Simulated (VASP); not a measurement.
**Li2S: band structure with rev-vdW-DF2**

Li2S:

```
S Li
1.0
     0.00000    2.84450    2.84450
     2.84450    0.00000    2.84450
     2.84450    2.84450    0.00000
S Li
1 2
Direct
  0.00000 0.00000 0.00000
  0.75000 0.75000 0.75000
  0.25000 0.25000 0.25000
```

```json
{
 "Program": "VASP 6.6.1",
 "Task": "band structure",
 "Functional": "rev-vdW-DF2",
 "Potentials or basis": "VASP PAW PBE potentials, release 64 (S, Li_sv)",
 "Cutoff": "520 eV",
 "k mesh": "8 × 8 × 8",
 "Occupations": "gaussian, width 0.1 eV",
 "Spin": "no spin polarisation",
 "Monkhorst-Pack mesh": "yes",
 "Further INCAR settings": "ALGO = Normal; EDIFF = 1.00e-06; NBANDS = 30; ISYM = 0; MAXMIX = 5"
}
```

```yaml
Band_gap_along_the_path: 3.35 eV, indirect (least direct gap 4.28 eV)
```

Levels at the corners of the path, in eV from the Fermi level:
```tsv
point	band 4	band 5	band 6	band 7	band 8	band 9
Γ	-0.52	-0.52	-0.52	3.75	5.70	5.70
X	-2.69	-1.95	-1.95	2.83	6.60	10.57
W	-2.35	-2.35	-2.29	4.93	6.75	8.40
K	-2.60	-2.49	-1.68	4.04	7.55	8.94
Γ	-0.52	-0.52	-0.52	3.75	5.70	5.70
L	-3.41	-1.03	-1.03	5.61	6.04	6.04
U	-2.60	-2.49	-1.68	4.04	7.55	8.94
W	-2.35	-2.35	-2.29	4.93	6.75	8.40
L	-3.41	-1.03	-1.03	5.61	6.04	6.04
K	-2.60	-2.49	-1.68	4.04	7.55	8.94
U	-2.60	-2.49	-1.68	4.04	7.55	8.94
X	-2.69	-1.95	-1.95	2.83	6.60	10.57
```

Run time: 2.7 min on 1 thread of Intel(R) Xeon(R) Platinum 8259CL CPU @ 2.50GHz (Skylake/Cascade Lake), with other jobs on the host, peak memory 0.35 GiB.

Caveat: the log is that of the step along the path at fixed density, whose energy, stress, charges and moments have no meaning.
